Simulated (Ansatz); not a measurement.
# Al (Al, A15): the cost of one run

Method: DFT r2SCAN, plane waves (500 eV) with PAW, scalar-relativistic; the PAW data stem from PBE, with regenerated cores, in Ansatz 0.2.0.

## 1. The system as given

Symmetry: Pm-3n, No. 223, cubic system. The conventional cell has a = 5.102 Å, b = 5.102 Å, c = 5.102 Å, α = 90.00°, β = 90.00°, γ = 90.00°. Al (site symmetry m-3) is surrounded by 12 Al at 2.85 Å. Al (site symmetry -4m2) has 6 Al at 2.55 to 2.85 Å as nearest neighbours.

Structure file:

```cif
data_structure
_symmetry_space_group_name_H-M 'P 1'
_symmetry_Int_Tables_number 1
_cell_length_a 5.1022
_cell_length_b 5.1022
_cell_length_c 5.1022
_cell_angle_alpha 90.000
_cell_angle_beta 90.000
_cell_angle_gamma 90.000
_cell_volume 132.82
loop_
_atom_site_label
_atom_site_type_symbol
_atom_site_fract_x
_atom_site_fract_y
_atom_site_fract_z
_atom_site_occupancy
Al1 Al 0.00000 0.00000 0.00000 1
Al2 Al 0.50000 0.50000 0.50000 1
Al3 Al 0.25000 0.00000 0.50000 1
Al4 Al 0.75000 0.00000 0.50000 1
Al5 Al 0.50000 0.25000 0.00000 1
Al6 Al 0.50000 0.75000 0.00000 1
Al7 Al 0.00000 0.50000 0.25000 1
Al8 Al 0.00000 0.50000 0.75000 1
```

## 2. Relaxation of the cell

input.yaml reads:

```yaml
crystal:
  lattice:
    - [5.1021510852, 0.0, 0.0]
    - [0.0, 5.1021510852, 0.0]
    - [0.0, 0.0, 5.1021510852]
  atoms:
    - { symbol: Al, position: [0.0, 0.0, 0.0] }
    - { symbol: Al, position: [0.5, 0.5, 0.5] }
    - { symbol: Al, position: [0.25, 0.0, 0.5] }
    - { symbol: Al, position: [0.75, 0.0, 0.5] }
    - { symbol: Al, position: [0.5, 0.25, 0.0] }
    - { symbol: Al, position: [0.5, 0.75, 0.0] }
    - { symbol: Al, position: [0.0, 0.5, 0.25] }
    - { symbol: Al, position: [0.0, 0.5, 0.75] }
hamiltonian:
  xc: r2scan
  pseudopotentials:
    kind: paw
    azcp:
      Al: "pseudopotentials/Al.paw.azcp"
basis:
  ecutwfc: 500
  fft_grid_basis: typed
kpoints:
  mp_grid: { grid: [5, 5, 5], shift: [0, 0, 0] }
magnetization:
  spin_polarized: false
scf:
  occupations: { method: fermi_dirac, width: 0.1 }
relax:
  max_steps: 60
  f_tol: 0.01
  cell: {}
```

Q: Estimate wall time and peak memory on 2 threads of an x86-64 CPU, shared host.

About 21 s, with a peak of 0.83 GiB.
